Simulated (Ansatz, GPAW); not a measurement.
# Ballistic transport through 1,4-diisocyanobenzene between two Pd chains, from relaxation to T(E), part 4 of 4

How well does 1,4-diisocyanobenzene between two Pd chains conduct once its atoms have relaxed, and how much do cheaper levels lose?

GPAW 26.7.0 and Ansatz 0.2.0; Ansatz plane waves; relaxation of the junction with the lead ends held; PAW set soft_1 (the session's first sound run).

So far, transmission at the Fermi level (one spin): step 3 (plane-wave reference (PBE)) 0.00896; step 5 (GPAW, szp: basis = "szp(dzp)", PBE, GPAW) 0.00389; step 6 (GPAW, sz: basis = "sz(dzp)", PBE, GPAW) 0.00689; step 7 (revPBE in the dzp basis: xc = "revPBE") 0.00688; step 8 (the structure as built: geometry = "as built", PBE, GPAW) 0.0374.

## (10) Comparison

The curves are compared point by point over the common energies.

This step: comparison of transmission and cost over codes, levels and geometry; PAW set soft_1 (GPAW 26.7.0).

Ladder, by row:

| step | code | T at the Fermi level (sum over the listed spins) | conductance (G0) | r.m.s. T(E) from the first | wall time (s) | peak memory (GiB) | threads |
| --- | --- | --- | --- | --- | --- | --- | --- |
| pw-pbe | Ansatz | 0.008962 | 0.008778 | 0 | 5035 | 6.93 | 4 |
| dzp | GPAW | 0.007471 | 0.007282 | 0.08655 | 710.7 | 3.06 | 1 |
| szp | GPAW | 0.003893 | 0.003557 | 0.2769 | 476.7 | 2.91 | 1 |
| sz | GPAW | 0.006888 | 0.006322 | 0.2878 | 370 | 2.78 | 1 |
| dzp-revPBE | GPAW | 0.006875 | 0.006706 | 0.09519 | 775.3 | 3.06 | 1 |
| asbuilt | GPAW | 0.03742 | 0.03555 | 0.3402 | 634.2 | 3.06 | 1 |

Table of transmission, zone mean, sum over the listed spins by energy, zero at the Fermi level:

| energy (eV) | pw-pbe | dzp | szp | sz | dzp-revPBE | asbuilt |
| --- | --- | --- | --- | --- | --- | --- |
| -2.000 | 0.178 | 0.160 | 0.744 | 0.741 | 0.166 | 0.0512 |
| -1.950 | 0.235 | 0.219 | 0.933 | 0.857 | 0.229 | 0.0464 |
| -1.925 | 0.276 | 0.262 | 0.945 | 0.834 | 0.275 | 0.0446 |
| -1.900 | 0.328 | 0.317 | 0.925 | 0.783 | 0.334 | 0.0433 |
| -1.800 | 0.654 | 0.675 | 0.762 | 0.586 | 0.699 | 0.0404 |
| -1.700 | 0.888 | 0.889 | 0.624 | 0.464 | 0.889 | 0.0417 |
| -1.650 | 0.908 | 0.897 | 0.542 | 0.396 | 0.893 | 0.0433 |
| -1.600 | 0.923 | 0.895 | 0.450 | 0.327 | 0.890 | 0.0454 |
| -1.500 | 0.934 | 0.884 | 0.286 | 0.213 | 0.875 | 0.0508 |
| -1.400 | 0.911 | 0.817 | 0.183 | 0.144 | 0.800 | 0.0576 |
| -1.300 | 0.818 | 0.672 | 0.125 | 0.105 | 0.649 | 0.0659 |
| -1.200 | 0.655 | 0.493 | 0.0898 | 0.0803 | 0.472 | 0.0745 |
| -1.100 | 0.469 | 0.334 | 0.0646 | 0.0622 | 0.318 | 0.0813 |
| -1.000 | 0.298 | 0.217 | 0.0366 | 0.0435 | 0.206 | 0.0798 |
| -0.900 | 0.167 | 0.137 | 0.0191 | 0.00903 | 0.130 | 0.0737 |
| -0.800 | 0.172 | 0.0870 | 0.0436 | 0.0462 | 0.0837 | 0.0654 |
| -0.700 | 0.0939 | 0.107 | 0.0184 | 0.0249 | 0.111 | 0.0580 |
| -0.600 | 0.0355 | 0.0411 | 0.00935 | 0.0159 | 0.0324 | 0.0528 |
| -0.550 | 0.326 | 0.0249 | 0.0143 | 0.0333 | 0.0227 | 0.0510 |
| -0.500 | 0.0469 | 0.0251 | 0.00967 | 0.0130 | 0.0119 | 0.0497 |
| -0.400 | 0.0233 | 0.0194 | 0.00738 | 0.00964 | 0.0172 | 0.0487 |
| -0.300 | 0.0178 | 0.0137 | 0.00764 | 0.0101 | 0.0131 | 0.0497 |
| -0.200 | 0.0159 | 0.0131 | 0.00785 | 0.0117 | 0.0125 | 0.0518 |
| -0.100 | 0.0128 | 0.0109 | 0.00687 | 0.0111 | 0.0102 | 0.0506 |
| 0.000 | 0.00896 | 0.00747 | 0.00389 | 0.00689 | 0.00688 | 0.0374 |
| 0.100 | 0.00338 | 0.00243 | 4.2e-5 | 7.6e-5 | 0.00197 | 0.00845 |
| 0.200 | 7.6e-5 | 7.8e-5 | 6.4e-5 | 1.2e-4 | 7.6e-5 | 1.2e-6 |
| 0.300 | 8.6e-5 | 8.8e-5 | 1.1e-4 | 2.2e-4 | 8.6e-5 | 3.3e-7 |
| 0.400 | 1.0e-4 | 1.0e-4 | 1.8e-4 | 4.1e-4 | 9.9e-5 | 1.3e-7 |
| 0.500 | 1.2e-4 | 1.2e-4 | 3.1e-4 | 8.7e-4 | 1.2e-4 | 5.5e-8 |
| 0.600 | 1.4e-4 | 1.4e-4 | 5.7e-4 | 0.00242 | 1.4e-4 | 2.1e-8 |
| 0.700 | 1.6e-4 | 1.7e-4 | 0.00124 | 0.0163 | 1.7e-4 | 4.8e-9 |
| 0.775 | 1.9e-4 | 2.0e-4 | 0.00281 | 0.389 | 2.0e-4 | -2.9e-10 |
| 0.800 | 2.0e-4 | 2.1e-4 | 0.00401 | 0.0559 | 2.1e-4 | -9.3e-10 |
| 0.900 | 2.5e-4 | 2.8e-4 | 0.0625 | 0.00418 | 2.7e-4 | 1.1e-9 |
| 0.925 | 2.7e-4 | 3.0e-4 | 0.476 | 0.00301 | 2.9e-4 | 2.7e-9 |
| 1.000 | 3.3e-4 | 3.8e-4 | 0.0173 | 0.00143 | 3.7e-4 | 1.0e-8 |
| 1.100 | 4.5e-4 | 5.5e-4 | 0.00292 | 7.3e-4 | 5.5e-4 | 2.6e-8 |
| 1.200 | 6.7e-4 | 9.2e-4 | 0.00118 | 4.4e-4 | 9.2e-4 | 5.0e-8 |
| 1.300 | 0.00113 | 0.00189 | 6.5e-4 | 3.0e-4 | 0.00192 | 8.4e-8 |
| 1.400 | 0.00247 | 0.00674 | 4.1e-4 | 2.2e-4 | 0.00700 | 1.3e-7 |
| 1.500 | 0.0104 | 0.744 | 2.9e-4 | 1.7e-4 | 0.837 | 1.9e-7 |
| 1.575 | 0.332 | 0.0119 | 2.3e-4 | 1.4e-4 | 0.0112 | 2.5e-7 |
| 1.600 | 0.275 | 0.00639 | 2.1e-4 | 1.3e-4 | 0.00612 | 2.7e-7 |
| 1.700 | 0.00494 | 0.00138 | 1.7e-4 | 1.1e-4 | 0.00136 | 3.7e-7 |
| 1.800 | 0.00123 | 5.3e-4 | 1.3e-4 | 9.0e-5 | 5.3e-4 | 5.1e-7 |
| 1.900 | 4.9e-4 | 2.5e-4 | 1.1e-4 | 7.6e-5 | 2.6e-4 | 6.9e-7 |
| 2.000 | 2.4e-4 | 1.3e-4 | 9.1e-5 | 6.5e-5 | 1.4e-4 | 9.2e-7 |

## (11) A varied run

One more run, with changed settings.

This step: GPAW LCAO, PAW setups; Landauer transmission from Green's functions with principal layers (ASE), zero bias (GPAW 26.7.0).

The input, run.py:

```python
import json
import numpy as np
from ase import Atoms
from ase.transport.calculators import TransportCalculator
from gpaw import GPAW, FermiDirac
from gpaw.lcao.tools import get_lcao_hamiltonian
from scipy.linalg import eigh

# The junction with lead layers at both ends, along the third cell vector
device = Atoms(
    ['Pd', 'Pd', 'Pd', 'Pd', 'Pd', 'Pd', 'Pd', 'Pd', 'C', 'N', 'C', 'H', 'H', 'C', 'C', 'C', 'C', 'H', 'H', 'C', 'N', 'C', 'Pd', 'Pd', 'Pd', 'Pd', 'Pd', 'Pd', 'Pd', 'Pd'],
    positions=[
        [5.40801, 4.50000, 1.25000],
        [5.40801, 4.50000, 3.75000],
        [5.40801, 4.50000, 6.25000],
        [5.40801, 4.50000, 8.75000],
        [5.40801, 4.50000, 11.25000],
        [5.40801, 4.50000, 13.75000],
        [5.76181, 4.75218, 16.28435],
        [5.16779, 4.29438, 18.86326],
        [5.33693, 4.42073, 20.75234],
        [5.40150, 4.46168, 21.94252],
        [5.41090, 4.48185, 23.32297],
        [7.56585, 4.48965, 23.48905],
        [3.25776, 4.47951, 23.50622],
        [6.62517, 4.49355, 24.03766],
        [4.20242, 4.48785, 24.04820],
        [6.63112, 4.50946, 25.42987],
        [4.20811, 4.50380, 25.44002],
        [7.57696, 4.51851, 25.96948],
        [3.26701, 4.50827, 25.98784],
        [5.42264, 4.51478, 26.15553],
        [5.42835, 4.53753, 27.53642],
        [5.44458, 4.59610, 28.72778],
        [5.49415, 4.78646, 30.62167],
        [5.30345, 4.13728, 33.23881],
        [5.40801, 4.50000, 35.80572],
        [5.40801, 4.50000, 38.30572],
        [5.40801, 4.50000, 40.80572],
        [5.40801, 4.50000, 43.30572],
        [5.40801, 4.50000, 45.80572],
        [5.40801, 4.50000, 48.30572]],
    cell=[[10.81602, 0.0, 0.0], [0.0, 9.0, 0.0], [0.0, 0.0, 49.55572]],
    pbc=True)

# One principal layer of the lead: the first 5 atoms of the device
lead = Atoms(
    ['Pd', 'Pd', 'Pd', 'Pd', 'Pd'],
    positions=[
        [5.40801, 4.50000, 1.25000],
        [5.40801, 4.50000, 3.75000],
        [5.40801, 4.50000, 6.25000],
        [5.40801, 4.50000, 8.75000],
        [5.40801, 4.50000, 11.25000]],
    cell=[[10.81602, 0.0, 0.0], [0.0, 9.0, 0.0], [0.0, 0.0, 12.5]],
    pbc=True)

settings = dict(mode='lcao', basis='DZP', xc='PBE', h=0.18,
                occupations=FermiDirac(0.1), maxiter=75,
                mixer=dict(beta=0.1, nmaxold=8, weight=100.0),
                convergence=dict(density=0.0001))
energies = np.arange(-2, 2 + 1e-9, 0.025)
eta = 0.0001
n1, n2 = 1, 1
# k and -k transmit alike, so half of the mesh across the current serves
mesh = [(i, j) for i in range(n1) for j in range(n2) if (i, j) <= (-i % n1, -j % n2)]
weights = np.array([1 if (i, j) == (-i % n1, -j % n2) else 2 for i, j in mesh]) / (n1 * n2)

# [... helper functions left out ...]
fermi_lead = ground_state(lead, (1, 1, 9), 'lead.txt')
fermi_device = ground_state(device, (1, 1, 2), 'device.txt')
# [... loop over the mesh left out, but for ...]
        # Shift the lead onto the potential of the device's first layer
        shift = ((H[:, 0, 0] - H0[:, 0, 0]) / S0[0, 0]).real.mean()
# [...]
kT = 8.617333e-5 * 300
bias = [0.1, 0.2, 0.5, 1.0, 1.5, 2.0]
# [... integrals and printing left out ...]
```

Started as:

```sh
OMP_NUM_THREADS=1 OPENBLAS_NUM_THREADS=1 python run.py
```

Output:

```text
FileNotFoundError: Could not find required basis set file "Pd.DZP.basis".
```

The job ended after 0.78 s (1 thread of Arm Neoverse V1, shared host; peak memory 0.1 GiB).

The input was rejected at the start.

The program's message: “FileNotFoundError: Could not find required basis set file "Pd.DZP.basis".”

The change that led to it: basis = "DZP".

## (12) What came out

```yaml
conductance: 0.00728 G₀
transmission_at_the_fermi_level_mean_of_the_spins: 0.00747
open_channels_of_the_lead_there: 4
```

What this shows: In the dzp basis the junction conducts 0.00728 G₀ at 300 K, with T = 0.00747 a spin at the Fermi level; no smaller basis tried comes within 10 % of that conductance. Relaxation moved atoms by up to 0.44 Å and took the conductance from 0.0355 to 0.00728 G₀, as a ratio a larger change than the step from dzp to the minimal basis. Plane waves (PBE) give T = 0.00896 there. The junction is in the tunnelling regime at the Fermi level. Measured against the first run (pw-pbe), the nearest curve is that of dzp (r.m.s. 0.087) and the farthest that of asbuilt (0.34). Over the compared runs wall time goes from 370 s (sz) to 5035 s (pw-pbe), on a shared host; the plane-wave run used 4 threads and the orbital runs 1. The leads kept an estimated spacing and the cell its length, so the junction may be under some tension or compression. The run had no spin polarisation, so a magnetic state, which chains and small molecules with open shells often have, wasn't tested. Semilocal functionals put molecular levels too near the Fermi level, so such conductances usually come out too high, and chain electrodes have a sharper density of states than real ones. An evenly spaced straight chain is an idealisation: free chains tend to dimerise, zigzag or, where a band edge lies near the Fermi level, turn magnetic. The currents use the zero-bias T(E) throughout, which holds only while the bias is small against the distance to the nearest feature. The thermopower isn't quoted: it samples T(E) farther from the Fermi level than the conductance does, and the energy grid wasn't tested for it.

[Logs are printed without paths, hosts, clocks, repeated set-up lines and the standing remarks that a program may print on its own settings, such as how far it seeks lower states.]

[Hosts, paths, dates, database ids (printed as entryN), source tags and the programs' standing remarks are cut or masked in the printed files.]
